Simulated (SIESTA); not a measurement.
The system is MnO.

```
CELL_PARAMETERS angstrom
0.00000 2.22200 2.22200
2.22200 0.00000 2.22200
2.22200 2.22200 0.00000
ATOMIC_POSITIONS crystal
Mn 0.00000 0.00000 0.00000
O 0.50000 0.50000 0.50000
```

Base run:

| Property | Result |
| --- | --- |
| Program | SIESTA 5.4.2 |
| Functional | PBE |
| Potentials or basis | PseudoDojo 0.4 standard (PBE files) |
| Basis | DZP (energy shift 0.003 Ry; two zetas on semicore shells) |
| Grid cutoff | 800 Ry |
| Energy shift | 0.003 Ry |
| k mesh | 7 × 7 × 7 |
| Occupations | fermi-dirac, width 0.05 eV |
| Spin | collinear spin, ferromagnetic start |
| Starting moments | [4.0, 0.0] μB |
| Hubbard terms | Mn d U = 2 eV |

Its results: band gap on the k mesh none (metal or under the smearing width); pressure 8.3 GPa; net moment 5.00 μB per cell; site moments Mn +4.84; O +0.16 μB.

The run is repeated on the same cell with these changes: hubbard terms from Mn d U = 2 eV to Mn d U = 6 eV. What comes out?

Band gap on the k mesh 0.66 eV, indirect (least direct gap 2.68 eV); pressure 13.0 GPa; net moment 5.00 μB per cell; site moments Mn +4.93; O +0.07 μB.

Caveats: short orbitals over semicore shells can move pressures by several GPa; the basis of atomic orbitals isn't converged, which shifts pressures, moduli and gaps; a cell with one magnetic atom can't hold antiferromagnetic order, which such compounds often take; an odd mesh through Γ misses points on the zone boundary, where band edges often lie (some runs).
